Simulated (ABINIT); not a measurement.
The system is TiPt3.

```xyz
4
Lattice="3.8970 0.0000 0.0000 0.0000 3.8970 0.0000 0.0000 0.0000 3.8970" Properties=species:S:1:pos:R:3 pbc="T T T"
Pt    1.9485    1.9485    0.0000
Pt    1.9485    0.0000    1.9485
Pt    0.0000    1.9485    1.9485
Ti    0.0000    0.0000    0.0000
```

Base run:

* Program: ABINIT 10.8.3 (patched build)
* Functional: PBEsol
* Potentials or basis: PseudoDojo NC SR PBEsol v0.4 stringent
* Cutoff: 1143 eV
* k mesh: 7 × 7 × 7
* Occupations: fermi-dirac, width 0.05 eV
* Spin: no spin polarisation

Its results: band gap on the k mesh none (metal or under the smearing width); pressure 0.1 GPa.

The run is repeated on the same cell with these changes: potentials or basis from PseudoDojo NC SR PBEsol v0.4 stringent to JTH PAW PBE v2.0; cutoff from 1143 eV to 435 eV; valence electrons from 66 to 42. What comes out?

Band gap on the k mesh none (metal or under the smearing width); pressure 1.5 GPa.

Caveats: the PAW data sets were made with another functional, which shifts forces and pressure a little (some runs).
